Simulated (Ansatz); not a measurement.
CuO:

```xyz
4
Lattice="3.2880 0.0000 0.0000 -1.6440 2.8475 0.0000 0.0000 0.0000 5.3850" Properties=species:S:1:pos:R:3 pbc="T T T"
Cu    1.6440    0.9492    0.0000
Cu    0.0000    1.8983    2.6925
O     1.6440    0.9492    3.3667
O     0.0000    1.8983    0.6742
```

Measurements of this composition are mostly on another form, of space group No. 15.

Base run:

* Program: Ansatz 0.2.0
* Functional: PBE
* Potentials or basis: Ansatz PAW
* Cutoff: 420 eV (not typed: the program's choice for these potentials)
* k mesh: 9 × 9 × 5
* Occupations: fermi-dirac, width 0.05 eV
* Spin: no spin polarisation
* Hubbard terms: Cu d U = 5 eV

Its results: band gap on the k mesh none (metal or under the smearing width); pressure -6.4 GPa; largest force 0.069 eV/Å.

Question: After a change of settings the same cell gave: band gap on the k mesh none (metal or under the smearing width); pressure -4.0 GPa; largest force 0.069 eV/Å. Which change was it?
A. hubbard terms from Cu d U = 5 eV to Cu d U = 8 eV
B. hubbard terms from Cu d U = 5 eV to Cu d U = 4 eV
C. hubbard terms from Cu d U = 5 eV to none; hubbard projectors from ortho-atomic (the default) to none

Answer: A.

Caveats: the run has no spin polarisation, though such a crystal can be magnetic; U without spin polarisation on a metal has little footing.
